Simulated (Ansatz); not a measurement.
# Sr: the cost of one run

Computed with Ansatz 0.2.0 (DFT PBEsol, scalar-relativistic, plane waves, PAW, unless a step's input says otherwise).

2 further runs of the same task are left out: 2 that didn't finish.

## 1. The system as given

The structure is hexagonal, space group P6/mmm (No. 191). The conventional cell has a = 10.988 Å, b = 10.988 Å, c = 4.421 Å, α = 90.00°, β = 90.00°, γ = 120.00°. Sr (site symmetry 6/mmm) has 2 Sr at 4.42 Å as nearest neighbours.

Coordinates:

```cif
data_structure
_symmetry_space_group_name_H-M 'P6/mmm'
_symmetry_Int_Tables_number 191
_cell_length_a 10.9876
_cell_length_b 10.9876
_cell_length_c 4.4211
_cell_angle_alpha 90.000
_cell_angle_beta 90.000
_cell_angle_gamma 120.000
_cell_volume 462.24
loop_
_atom_site_label
_atom_site_type_symbol
_atom_site_symmetry_multiplicity
_atom_site_Wyckoff_symbol
_atom_site_fract_x
_atom_site_fract_y
_atom_site_fract_z
_atom_site_occupancy
Sr1 Sr 1 a 0.00000 0.00000 0.00000 1
```

The structure comes from the Materials Project (structure only).

## 2. A distortion of lower symmetry

What differs from the listed cell: strain xx, yy, zz, yz, xz, xy = -1.3, -1.3, -4.3, -1.1, +0.8, -1.0 %.

The input, input.yaml:

```yaml
crystal:
  lattice:
    - [10.8489660756, -0.1047121136, 0.0917467102]
    - [-5.5151663883, 9.4428881883, -0.1465480506]
    - [0.0369162844, -0.046775364, 4.2315346313]
  atoms:
    - { symbol: Sr, position: [0.0, 0.0, 0.0] }
basis:
  ecutwfc: 420
kpoints:
  mp_grid: { grid: [6, 6, 8] }
hamiltonian:
  xc: pbesol
scf:
  occupations: { method: gaussian, width: 0.05 }
output:
  forces: true
  stress: true
  eigenvalues: true
```

Started as:

```
$ ansatz run input.yaml --threads 1 --pin off --max-ram 1331MiB --backend cpu --events-out ev --progress --plain --runs-dir out
```

**Question.** How long does this run take on 1 thread of an Arm CPU, shared host, and how much memory does it need?

About 34 s, with a peak of 0.9 GiB.
